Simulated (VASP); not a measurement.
The input files of a VASP run:

INCAR:
```
NELM  =  100
ENCUT  =  520   ! plane-wave cut-off (eV)
IBRION  =  2
ISIF  =  3   ! ions, shape and volume
EDIFF  =  1E-6   ! SCF stop (eV)
LREAL  =  .FALSE.
LWAVE  =  .FALSE.
SYSTEM  =  CsPbI3
LASPH  =  .TRUE.   ! aspherical one-centre terms
GGA  =  PS   ! PBEsol
EDIFFG  =  -0.02
LCHARG  =  .FALSE.
NSW  =  60   ! most ionic steps
SIGMA  =  0.05   ! width (eV)
ALGO  =  Normal   ! blocked Davidson
ISMEAR  =  0   ! Gaussian
LMAXMIX  =  4   ! l cut-off of mixed one-centre charges
PREC  =  Accurate
```

### KPOINTS
```
K-points
0
G
  4 4 4
0 0 0
```

POSCAR:
```
CsPbI3
1.0
  6.2082942943   0.0000000000   0.0000000000
  0.0000000000   6.2082942943   0.0000000000
  0.0000000000   0.0000000000   6.2082942943
Cs Pb I
1 1 3
Cart
  0.0000000000   0.0000000000   0.0000000000
  3.1041471471   3.1041471471   3.1041471471
  3.1041471471   0.0000000000   3.1041471471
  0.0000000000   3.1041471471   3.1041471471
  3.1041471471   3.1041471471   0.0000000000
```

POTCAR, in this order: Cs_sv Pb_d I (PBE.64 set). Program: vasp_std.

Problem. Write an equivalent input for Ansatz.

Solution. One equivalent input (not run):
Ansatz 0.2 input:
```yaml
crystal:
  lattice:
    - [6.2082943, 0.0000000, 0.0000000]
    - [0.0000000, 6.2082943, 0.0000000]
    - [0.0000000, 0.0000000, 6.2082943]
  atoms:
    - { symbol: Cs, position: [0.0000000, 0.0000000, 0.0000000] }
    - { symbol: Pb, position: [0.5000000, 0.5000000, 0.5000000] }
    - { symbol: I, position: [0.5000000, 0.0000000, 0.5000000] }
    - { symbol: I, position: [0.0000000, 0.5000000, 0.5000000] }
    - { symbol: I, position: [0.5000000, 0.5000000, 0.0000000] }
kpoints:
  mp_grid: { grid: [4, 4, 4] }
hamiltonian:
  xc: pbesol
  pseudopotentials: { kind: paw }
scf:
  occupations: { method: gaussian, width: 0.05 }
  max_iter: 100
relax:
  max_steps: 60
  f_tol: 0.02
  cell: {}
output: { forces: true, stress: true, eigenvalues: true }
```
The two are equivalent in intent, not identical: each code has its own PAW files, so the cut-off isn't converted (ENCUT is set for VASP's; basis.ecutwfc is left out, and Ansatz then takes the one that its files recommend); Ansatz stops its SCF on the density residual and VASP on the energy change (EDIFF).

The compound is CsPbI3 in the cubic perovskite structure, the ideal cubic form; the compound distorts at low or room temperature. This run relaxes it. Symmetry was kept, so distortions that lower it aren't found. The start is the result of an earlier pass.
